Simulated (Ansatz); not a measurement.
# BN: what a guessed cell relaxes into, part 3 of 3

Where does this trial cell of BN go when cell and atoms are let free?

Ansatz 0.2.0; DFT PBE, scalar-relativistic, plane waves, PAW. The steps go on from the part before.

## 4. Full relaxation

The end of the coarse run is made exact in the group found at a tolerance of 0.06 Å and reduced to its primitive cell.

Input file input.yaml:

```yaml
crystal:
  lattice:
    - [6.3718747052, 0.0, 0.0]
    - [0.0, 2.548058395, 0.0]
    - [-3.0579401404, 0.0, 5.5941594937]
  atoms:
    - { symbol: B, position: [0.2806878849, 0.75, 0.2273193161] }
    - { symbol: B, position: [0.7193121151, 0.25, 0.7726806839] }
    - { symbol: B, position: [0.9573688416, 0.75, 0.6124051721] }
    - { symbol: B, position: [0.0426311584, 0.25, 0.3875948279] }
    - { symbol: B, position: [0.3433918157, 0.25, 0.9085694507] }
    - { symbol: B, position: [0.6566081843, 0.75, 0.0914305493] }
    - { symbol: "N", position: [0.2193045289, 0.25, 0.2933754124] }
    - { symbol: "N", position: [0.7806954711, 0.75, 0.7066245876] }
    - { symbol: "N", position: [0.6139341955, 0.25, 0.93652233] }
    - { symbol: "N", position: [0.3860658045, 0.75, 0.06347767] }
    - { symbol: "N", position: [0.8843316332, 0.75, 0.3284508185] }
    - { symbol: "N", position: [0.1156683668, 0.25, 0.6715491815] }
basis:
  ecutwfc: 420
kpoints:
  mp_grid: { grid: [4, 10, 4] }
hamiltonian:
  xc: pbe
scf:
  occupations: { method: gaussian, width: 0.02 }
output:
  forces: true
  stress: true
  eigenvalues: true
relax:
  adjacent_minimum: "off"
  f_tol: 0.01
  max_steps: 80
  cell: { stress_tol: 0.05 }
```

On the command line:

```sh
$ ansatz run input.yaml --threads 1 --pin off --max-ram 2560MiB --backend cpu --events-out ev --progress --plain --runs-dir out
```

What it wrote:

```text
Warning: RAYON_NUM_THREADS=1 ignored (pool sized by the plan → 1); use --threads N
Engine: ansatz 0.2.0, x86_64-unknown-linux-gnu
Pseudopotentials: kind: paw
Pseudopotential: B, paw, valence charge 3, recommended cutoff 420 eV (normal), B.paw.azcp
Pseudopotential: N, paw, valence charge 5, recommended cutoff 420 eV (normal), N.paw.azcp
Functional definition: PBE
  parameter kappa = 0.804
  parameter beta = 0.06672455060314922
  exchange = pbe_x(kappa = kappa, mu = beta*pi^2/3)
  correlation = pbe_c(beta = beta)
Crystal: 12 atoms, lattice volume = 90.826 Å³
Basis set: ecut = 420 eV, 1801 PW (Γ), exchange–correlation on 90×36×90 points (8 copies of the dense FFT grid, shifted against one another)
Bands: 36, of which v1, the nominal top of the filled ones, is band 24 counted from 1 (23 counted from 0)
Symmetry: 4 space group operations
Space group: P21/m (ITA 11), of the structure as read, at distance tolerance 4.5e-5 Å
k-points: 60 of 160
Non-local potential: B, projectors of the file, l = 0: 2, l = 1: 2, l = 2: 1
Non-local potential: N, projectors of the file, l = 0: 2, l = 1: 2, l = 2: 1
PAW form: soft (Blöchl's): semilocal exchange-correlation on the pseudo side does not see the compensation charge
PAW one-centre angular grid: B, 110 points (default); XC on 64 Gauss nodes
PAW one-centre angular grid: N, 110 points (default); XC on 64 Gauss nodes
Initial density: superposition of atomic densities (neutral atoms: chi_scale 0, normalization atom), corrected by the library's trained network
Initial wavefunctions: pseudopotential atomic-orbital guess
Functional: x = pbe(κ = 0.804, μ = 0.2195149727645171), c = pbe(β = 0.06672455060314922)
SCF iter   1: F=—  HF=-3251.519935 eV  |F-HF|=—  |Δ(HF+E_count)|=         —  Δρ=5.27e-3  dr2=3.05e-2  ethr=1.77e-3  ⟨swp⟩=6.2  Hψ=10228  notcnv=0  defer=69
preconditioner: auto → Resta (q_TF=auto, 2.453 Å⁻¹)  ε∞=3.7  [insulator: Δε(μ)=3.702 eV  Ē_g=16.355 eV  σ=0.020 eV  W_gap=1.00  n_scr=18 (ndim 8)  ℏωp=27.0 eV  f_vac=0.020  D(μ)=0.00/eV (n_scr^D=0)  ε∞_Penn≈3.7]
SCF iter   2: F=—  HF=-3251.516195 eV  |F-HF|=—  |Δ(HF+E_count)|=   3.74e-3  Δρ=2.77e-3  dr2=5.87e-3  ethr=6.36e-5  ⟨swp⟩=2.5  Hψ=3456  notcnv=0  defer=403
SCF iter   3: F=—  HF=-3251.516129 eV  |F-HF|=—  |Δ(HF+E_count)|=   6.63e-5  Δρ=6.68e-4  dr2=4.37e-4  ethr=1.22e-5  ⟨swp⟩=2.0  Hψ=3053  notcnv=0  defer=403
SCF iter   4: F=—  HF=-3251.516167 eV  |F-HF|=—  |Δ(HF+E_count)|=   3.80e-5  Δρ=2.57e-4  dr2=5.46e-5  ethr=9.11e-7  ⟨swp⟩=2.0  Hψ=2936  notcnv=0  defer=403
SCF iter   5: F=—  HF=-3251.516119 eV  |F-HF|=—  |Δ(HF+E_count)|=   4.82e-5  Δρ=5.79e-5  dr2=3.15e-6  ethr=1.14e-7  ⟨swp⟩=2.4  Hψ=3114  notcnv=0  defer=403
SCF iter   6: F=—  HF=-3251.516123 eV  |F-HF|=—  |Δ(HF+E_count)|=   4.57e-6  Δρ=2.61e-5  dr2=5.16e-7  ethr=6.56e-9  ⟨swp⟩=2.0  Hψ=3192  notcnv=0  defer=403
SCF iter   7: F=-3251.516123 eV  HF=-3251.516123 eV  |F-HF|=1.81e-8  |Δ(HF+E_count)|=   2.02e-7  Δρ=7.71e-6  dr2=4.84e-8  ethr=2.08e-10  ⟨swp⟩=12.7  Hψ=11531  notcnv=0
SCF 1 converged in 7 iterations: F = -3251.516123 eV  dr2 = 4.84e-8
relax step   1: F+E_penalty+E_count = -3251.51612338 eV  Δ(F+E_penalty+E_count) = +0.000e0 eV  max|allowed force component| = 7.437e-3 eV/Å  Δτ_max = 0.0000 Å  P = +0.015 GPa  Ω = 90.826 Å³  (7 SCF iters, dr2 threshold 1.00e-7 eV, accepted)
Crystal: 12 atoms, lattice volume = 90.831 Å³
Initial density: handed on by an earlier stage of this run
Initial wavefunctions: those handed on with the density
iter 1 solved again at ethr=2.88e-9 eV; its pass at ethr=3.10e-3 eV (dr2=1.38e-6 eV) is discarded
SCF iter   1: F=—  HF=-3251.516183 eV  |F-HF|=—  |Δ(HF+E_count)|=         —  Δρ=5.24e-5  dr2=1.54e-6  ethr=2.88e-9  ⟨swp⟩=2.6  Hψ=8822  notcnv=0
preconditioner: auto → Resta (q_TF=auto, 2.453 Å⁻¹)  ε∞=3.7  [insulator: Δε(μ)=3.701 eV  Ē_g=16.356 eV  σ=0.020 eV  W_gap=1.00  n_scr=18 (ndim 8)  ℏωp=27.0 eV  f_vac=0.023  D(μ)=0.00/eV (n_scr^D=0)  ε∞_Penn≈3.7]
SCF iter   2: F=—  HF=-3251.516108 eV  |F-HF|=—  |Δ(HF+E_count)|=   7.45e-5  Δρ=2.64e-5  dr2=3.64e-7  ethr=2.88e-9  ⟨swp⟩=2.1  Hψ=3406  notcnv=0
SCF iter   3: F=—  HF=-3251.516108 eV  |F-HF|=—  |Δ(HF+E_count)|=   3.92e-8  Δρ=5.60e-6  dr2=2.05e-8  ethr=7.59e-10  ⟨swp⟩=2.4  Hψ=3504  notcnv=0
SCF iter   4: F=-3251.516108 eV  HF=-3251.516108 eV  |F-HF|=9.26e-10  |Δ(HF+E_count)|=  3.70e-10  Δρ=1.49e-6  dr2=1.30e-9  ethr=1.96e-11  ⟨swp⟩=5.8  Hψ=8194  notcnv=0
SCF 2 converged in 4 iterations: F = -3251.516108 eV  dr2 = 1.30e-9
relax step   2: F+E_penalty+E_count = -3251.51610798 eV  Δ(F+E_penalty+E_count) = +1.540e-5 eV  max|allowed force component| = 3.313e-3 eV/Å  Δτ_max = 0.0002 Å  P = +0.005 GPa  Ω = 90.831 Å³  energy of the carried Pulay correction = -2.307e-5 eV  (4 SCF iters, dr2 threshold 9.38e-9 eV, accepted)
Initial wavefunctions: pseudopotential atomic-orbital guess (no wavefunctions were taken with the density)
iter 1 solved again at ethr=3.57e-8 eV; its pass at ethr=3.10e-3 eV (dr2=1.71e-5 eV) is discarded
SCF iter   1: F=—  HF=-3251.516230 eV  |F-HF|=—  |Δ(HF+E_count)|=         —  Δρ=2.14e-6  dr2=1.75e-9  ethr=3.57e-8  ⟨swp⟩=3.9  Hψ=17055  notcnv=0
eigensolver tolerance schedule: the retry pair's looser diagonalisation over-reported the residual by 9794.34 of it (diagonalisation noise at 0.13 of the residual, at the tolerance the schedule requests for it); recorded, not acted on — ethr = c·dr2/N_el stays at c = 1.0e-1
SCF iter   2: F=—  HF=-3251.516156 eV  |F-HF|=—  |Δ(HF+E_count)|=   7.43e-5  Δρ=1.20e-6  dr2=6.25e-10  ethr=3.64e-12  ⟨swp⟩=3.0  Hψ=4872  notcnv=0
SCF iter   3: F=—  HF=-3251.516156 eV  |F-HF|=—  |Δ(HF+E_count)|=  6.26e-10  Δρ=5.67e-7  dr2=1.59e-10  ethr=1.30e-12  ⟨swp⟩=2.5  Hψ=3450  notcnv=0
SCF iter   4: F=-3251.516156 eV  HF=-3251.516156 eV  |F-HF|=4.55e-12  |Δ(HF+E_count)|=  2.41e-10  Δρ=1.58e-7  dr2=1.10e-11  ethr=1.00e-12  ⟨swp⟩=5.8  Hψ=7789  notcnv=0
SCF 3 converged in 4 iterations: F = -3251.516156 eV  dr2 = 1.10e-11
relax step   3: F+E_penalty+E_count = -3251.51615617 eV  Δ(F+E_penalty+E_count) = -4.819e-5 eV  max|allowed force component| = 3.310e-3 eV/Å  Δτ_max = 0.0000 Å  P = +0.006 GPa  Ω = 90.831 Å³  stress off target by 1.31e-2 GPa  SCF on the basis re-selected at this cell (its energy is not comparable with the rows above)  (4 SCF iters)
basis re-selected at this cell: Δ(F+E_penalty+E_count) = -4.819e-5 eV, ΔP = +0.000 GPa vs the last step (what re-selecting the basis moved, of the pressure what is left beyond the Pulay correction that the steps carried, after the strain that the cell walked since its last selection, with what the two solves' SCF thresholds leave and, on support functions, any second-order correction that the steps lacked; it is no measure of the basis error at this ecutwfc). This SCF's stress stands 1.31e-2 GPa from its target on what of the cell is left free (relax.cell.stress_tol is 5.00e-2 GPa) and its largest allowed force component is 3.31e-3 eV/Å (relax.f_tol is 1.00e-2 eV/Å): within both
SCF converged after 4 iterations
Free energy (F): -3251.516156 eV
Harris-Foulkes:  -3251.516156 eV  (|F-HF|=4.55e-12)
Internal energy: -3251.516156 eV  (E = F + TS)
E sigma→0 (E₀):  -3251.516156 eV
Fermi energy:    9.141879 eV
--- Per-component energies (eV) ---
  E_band       = -10.137400
  E_kinetic    = 1102.941003
  E_local      = -1781.636374  (includes V_loc(G=0)·N_el)
  E_nonlocal   = 341.850516
  E_hartree    = 576.153235
  E_xc         = -555.888534
  E_vxc        = -690.535275  (∫ρ·V_xc dr)
  E_paw        = -1239.043673  (= ΣΔE_a)
  E_vpaw       = -135.064393  (= ΣTr[D̂ρ^β])
  E_aug_tail   = 0.000613  (compensation charges beyond the density's cutoff)
  E_ewald      = -1695.892944
  E_smearing   = -0.000000  (= −TS)
  E_closure    = 0.000000  (closes the sum)
  Σ components = -3251.516156   (vs F -3251.516156, Δ=0.00e0)
--- Forces (eV/Å), atoms counted from 1 ---
  atom   1  B     -0.00046754    -0.00000000     0.00123698
  atom   2  B      0.00046754     0.00000000    -0.00123698
  atom   3  B     -0.00042594    -0.00000000    -0.00042502
  atom   4  B      0.00042594     0.00000000     0.00042502
  atom   5  B      0.00017584     0.00000000    -0.00330956
  atom   6  B     -0.00017584    -0.00000000     0.00330956
  atom   7  N      0.00086380    -0.00000000    -0.00096919
  atom   8  N     -0.00086380     0.00000000     0.00096919
  atom   9  N      0.00068505    -0.00000000    -0.00146510
  atom  10  N     -0.00068505     0.00000000     0.00146510
  atom  11  N     -0.00271594     0.00000000     0.00005468
  atom  12  N      0.00271594    -0.00000000    -0.00005468
  max |Σ_I F_I| component: 4.34e-19 eV/Å
--- Stress (GPa, compression-positive) ---
        0.000466      -0.000000      -0.005258
       -0.000000       0.013091      -0.000000
       -0.005265      -0.000000       0.003861
  P = ⅓ Tr σ = 0.0058 GPa (0.058 kbar)
--- Band table (eV; the first three rows and the last of 60) ---
  k-point 0: bands = ["-12.0951", "-10.6542", "-9.4464", "-8.8743", "-8.7707", "-7.0812", "-1.8291", "-1.3232", "-0.8430", "1.0509", "1.5863", "2.5998", "3.3550", "3.4066", "3.6958", "4.2510", "4.5022", "4.7162", "4.7650", "5.1312", "5.5801", "6.1722", "6.4707", "7.2912", "11.7248", "13.4786", "14.0034", "14.9643", "15.4938", "16.2429", "16.3550", "16.9138", "17.0121", "17.1017", "17.5706", "18.1633"]
  k-point 1: bands = ["-11.9653", "-10.9665", "-9.4538", "-9.0186", "-8.2654", "-7.1603", "-1.9823", "-1.8530", "-0.0562", "0.6022", "2.1195", "2.7136", "3.0678", "3.5350", "3.6314", "4.1734", "4.2886", "4.4060", "4.9480", "5.0865", "5.9814", "6.1177", "6.3990", "7.1184", "12.2031", "13.8321", "14.2865", "14.6241", "15.3821", "15.7907", "16.3771", "16.6574", "17.0062", "17.3618", "17.5297", "18.3273"]
  k-point 2: bands = ["-11.7195", "-11.3549", "-9.4736", "-9.0588", "-7.6118", "-7.5221", "-2.2239", "-2.0140", "0.3038", "0.7597", "2.2383", "2.4686", "2.9192", "3.2601", "3.9058", "4.1123", "4.3446", "4.3777", "4.9773", "5.2947", "5.7347", "6.2849", "6.5993", "6.6647", "13.1172", "13.6580", "14.1316", "15.0100", "15.4212", "15.4806", "15.9091", "16.6984", "17.1705", "17.3487", "17.4521", "18.2899"]
  k-point 59: bands = ["-8.5054", "-8.5054", "-7.9178", "-7.9178", "-7.3848", "-7.3848", "-1.7973", "-1.7973", "-1.5676", "-1.5676", "-0.7036", "-0.7036", "1.4834", "1.4834", "2.5549", "2.5549", "2.7437", "2.7437", "3.6479", "3.6479", "5.1424", "5.1424", "6.6459", "6.6459", "11.4957", "11.4957", "14.0986", "14.0986", "15.8831", "15.8831", "16.8574", "16.8574", "17.9518", "17.9518", "19.5123", "19.5123"]
--- Relaxed structure (2 steps of the walk, 2 accepted, 1 SCFs on fresh bases) ---
  F+E_penalty+E_count = -3251.51615617 eV   max|allowed force component| = 3.310e-3 eV/Å   (the final SCF, on the basis selected at the relaxed cell)
  cell:  # Å, volume = 90.8311 Å³
    - [6.371806453891927, 6.151914592710859e-20, -0.0001847050684489851]
    - [2.460098220463657e-20, 2.547818755305589, -1.3369864567628163e-19]
    - [-3.0580695467734387, -3.2305377325609826e-19, 5.59512943026857]
  atoms:
    - { symbol: B, position: [0.2806607089275342, 0.7499999999999999, 0.22730130109580088] }
    - { symbol: B, position: [0.7193392910724659, 0.24999999999999992, 0.7726986989041993] }
    - { symbol: B, position: [0.957360950015279, 0.7499999999999999, 0.612379424529228] }
    - { symbol: B, position: [0.04263904998472112, 0.24999999999999992, 0.387620575470772] }
    - { symbol: B, position: [0.3433905510967052, 0.24999999999999992, 0.9085542486316632] }
    - { symbol: B, position: [0.6566094489032948, 0.7499999999999999, 0.0914457513683369] }
    - { symbol: N, position: [0.21929354083973718, 0.24999999999999992, 0.29337973682341045] }
    - { symbol: N, position: [0.7807064591602628, 0.7499999999999999, 0.7066202631765899] }
    - { symbol: N, position: [0.6139451956678228, 0.24999999999999992, 0.9365128295640923] }
    - { symbol: N, position: [0.38605480433217704, 0.7499999999999999, 0.06348717043590775] }
    - { symbol: N, position: [0.884297566704224, 0.7499999999999999, 0.328455057926126] }
    - { symbol: N, position: [0.11570243329577595, 0.24999999999999992, 0.671544942073874] }
```

Run time: 77 s. Hardware: 1 thread of Intel Xeon at 2.50GHz (Skylake/Cascade Lake), shared host; peak memory 0.46 GiB.

The steps of the relaxation:

| step | E - E(step 1) (eV/cell) | largest force component (eV/Å) | pressure (GPa) | volume (Å³) |
| --- | --- | --- | --- | --- |
| 1 | 0.0000 | 0.0074 | 0.01 | 90.83 |
| 2 | 0.0000 | 0.0033 | 0.01 | 90.83 |
| 3 | 0.0000 | 0.0033 | 0.01 | 90.83 |

Step 1 is the start. Step 3 repeats the geometry before it on a plane-wave basis chosen anew for that cell, so its energy need not be comparable with the rows above.

|  | before | after | change |
| --- | --- | --- | --- |
| a (Å) | 6.372 | 6.372 | 0.0 % |
| b (Å) | 2.548 | 2.548 | 0.0 % |
| c (Å) | 6.375 | 6.376 | 0.0 % |
| volume (Å³/atom) | 7.57 | 7.57 | 0.0 % |
| shortest distance (Å) | 1.453 | 1.453 | 0.0 % |
| space group (0.01 Å) | P2_1/m | P2_1/m | same |

Forces and stress were held to the start's 4 operations: a distortion of lower symmetry was not tested.

## 5. Changing settings: mp_grid.shift [0.5, 0.5, 0.5], dispersion d3bjatm, lower_state_search standard

Input file input.yaml:

```yaml
crystal:
  lattice:
    - [6.3718064539, 0.0, -0.0001847051]
    - [0.0, 2.5478187553, 0.0]
    - [-3.0580695468, 0.0, 5.5951294303]
  atoms:
    - { symbol: B, position: [0.2806607089, 0.75, 0.2273013011] }
    - { symbol: B, position: [0.7193392911, 0.25, 0.7726986989] }
    - { symbol: B, position: [0.95736095, 0.75, 0.6123794245] }
    - { symbol: B, position: [0.04263905, 0.25, 0.3876205755] }
    - { symbol: B, position: [0.3433905511, 0.25, 0.9085542486] }
    - { symbol: B, position: [0.6566094489, 0.75, 0.0914457514] }
    - { symbol: "N", position: [0.2192935408, 0.25, 0.2933797368] }
    - { symbol: "N", position: [0.7807064592, 0.75, 0.7066202632] }
    - { symbol: "N", position: [0.6139451957, 0.25, 0.9365128296] }
    - { symbol: "N", position: [0.3860548043, 0.75, 0.0634871704] }
    - { symbol: "N", position: [0.8842975667, 0.75, 0.3284550579] }
    - { symbol: "N", position: [0.1157024333, 0.25, 0.6715449421] }
basis:
  ecutwfc: 420
kpoints:
  mp_grid: { grid: [4, 10, 4], shift: [0.5, 0.5, 0.5] }
hamiltonian:
  xc: pbe
  dispersion: d3bjatm
scf:
  occupations: { method: gaussian, width: 0.02 }
  lower_state_search: standard
output:
  forces: true
  eigenvalues: true
  stress: true
```

On the command line:

```sh
$ ansatz run input.yaml --threads 1 --pin off --max-ram 2560MiB --backend cpu --events-out ev --progress --plain --runs-dir out
```

What it wrote, cut to the lines that bear on the results:

```text
Warning: RAYON_NUM_THREADS=1 ignored (pool sized by the plan → 1); use --threads N
[...]
[... 4 set-up lines as earlier in the session ...]
[...]
Crystal: 12 atoms, lattice volume = 90.831 Å³
[...]
  atom   5  B      0.00051449    -0.00000000    -0.01039812
  atom   6  B     -0.00051449     0.00000000     0.01039812
  atom   7  N     -0.00290291     0.00000000    -0.00304670
  atom   8  N      0.00290291    -0.00000000     0.00304670
[...]
--- Stress (GPa, compression-positive) ---
       -3.147536       0.000000      -0.124457
        0.000000      -3.034485       0.000000
       -0.124462       0.000000      -3.266663
  P = ⅓ Tr σ = -3.1496 GPa (-31.496 kbar)
--- Band table (eV; the first three rows and the last of 40) ---
[...]
```

Run time: 22 s. Hardware: 1 thread of Intel Xeon at 2.50GHz (Skylake/Cascade Lake), shared host; peak memory 0.4 GiB.

| run | ending | energy change | pressure (GPa) | gap (eV) | force (eV/Å) | cycles | time |
| --- | --- | --- | --- | --- | --- | --- | --- |
| step 4 | converged | 0 | 0.0 | 3.70 | 0.00 | - | 77 s |
| variant | converged | -153.3 meV/atom (offset of the dispersion model) | -3.1 | 4.03 | 0.01 | 7 | 22 s |

Changing the k-point mesh, dispersion term and search for lower states moves the energy by -153.3 meV/atom, and the pressure goes from 0.0 to -3.1 GPa and the gap on the mesh goes from 3.70 to 4.03 eV. A gap read on a mesh depends on which points the mesh holds, and a coarse mesh shifts the density too.

## 6. Results

The summary covers parts 1 to 3. Changes of volume or cell count from the first structure of part 1.

| quantity | value |
| --- | --- |
| symmetry at the end (tolerance 0.02 Å) | space group P2_1/m (No. 11) |
| conventional cell | a = 6.372 Å, b = 2.548 Å, c = 6.376 Å, α = 90.00°, β = 118.66°, γ = 90.00° |
| volume | 7.57 Å³/atom |
| energy over the elements (uncorrected; H, N, O, F and Cl as molecules) | -1.00 eV/atom |
| gap on the mesh | 3.70 eV |

What this shows: The space group P2_1/m (No. 11) is kept, and the volume per atom grows by 14.3 % from the first guess. It lies below the elements, which doesn't yet make it stable: competing phases were not computed in this session. No finished test with a distortion of lower symmetry is shown, so the end may be a saddle point.
